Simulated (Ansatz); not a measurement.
# NaI (rocksalt): the band gap by level of theory

All numbers come from Ansatz. The values are computed, non-magnetic, and not measurements.

Structure: NaI in the rocksalt structure, at its r2SCAN minimum. The symmetry is Fm-3m (No. 225, cubic); conventional cell a = 6.459 Å, 33.69 Å³ an atom. Around Na lie 6 I at 3.23 Å; around I lie 6 Na at 3.23 Å.

Relaxed lattice by functional, symmetry kept:
```tsv
functional	k mesh	a (Å)	volume (Å³/atom)
PBE	6×6×6	6.525	34.72
r2SCAN	6×6×6	6.459	33.69
```

On this one geometry the levels give:

| level | k mesh | gap (eV) | kind | edges | least direct gap (eV) | rough cost |
| --- | --- | --- | --- | --- | --- | --- |
| PBE | 8×8×8 | 3.66 | direct | Γ | 3.66 | 4 core-seconds |
| PBE+SOC | 8×8×8 | 3.32 | direct | Γ | 3.32 | 17 core-seconds |
| r2SCAN | 8×8×8 | 4.45 | direct | Γ | 4.45 | 7 core-seconds |
| HSE06 | 6×6×6 | 4.69 | direct | Γ | 4.69 | 120 core-seconds |
| PBE0 | 6×6×6 | 5.36 | direct | Γ | 5.36 | 2.1 core-minutes |
| G0W0@PBE (201 empty bands, 120 eV, 4×4×4) | 4×4×4 | 5.61 | – | Γ (mesh) | – | 50 core-seconds |

PBE: smearing of 0.02 eV; the others have fixed occupations.
Wave cutoffs: 420 eV, 500 eV (r2SCAN).
The G0W0 gap is PBE's gap over the path plus the quasiparticle shift read on the mesh. The G0W0 figures hold for the stated bands, cutoff and mesh and aren't extrapolated.
Costs come from shared machines and give only the order; PBE's includes the band path. The runs had 2 threads of Arm Neoverse V1, with other jobs on the host.

HSE06 gives a direct gap of 4.69 eV at Γ. Spin-orbit coupling changes the PBE gap by -0.338 eV, to 3.32 eV; at Γ the threefold valence level splits into a fourfold and a twofold level 1.08 eV apart, the fourfold one on top.

Set against the finite-basis gap of 5.61 eV from G0W0@PBE (201 empty bands, 120 eV, 4×4×4), the closest functional is PBE0, which differs by -0.25 eV. The others: HSE06 -0.92, r2SCAN -1.16, PBE -1.95 eV. The yardstick's own error is a tenth of an eV or more. r2SCAN covers 76 % of the step from PBE to HSE06. Spin-orbit coupling moves PBE's least or direct gap by up to 0.338 eV, so it has to be included where a tenth of an eV counts. Among these functionals the gap stays direct.

r2SCAN (ground state on 6×6×6): The clamped-ion dielectric constant comes out as 3.16 in all directions. Born charges, averaged over directions: Na +1.17, I -1.17 e.

Only the levels marked +SOC include spin-orbit coupling.
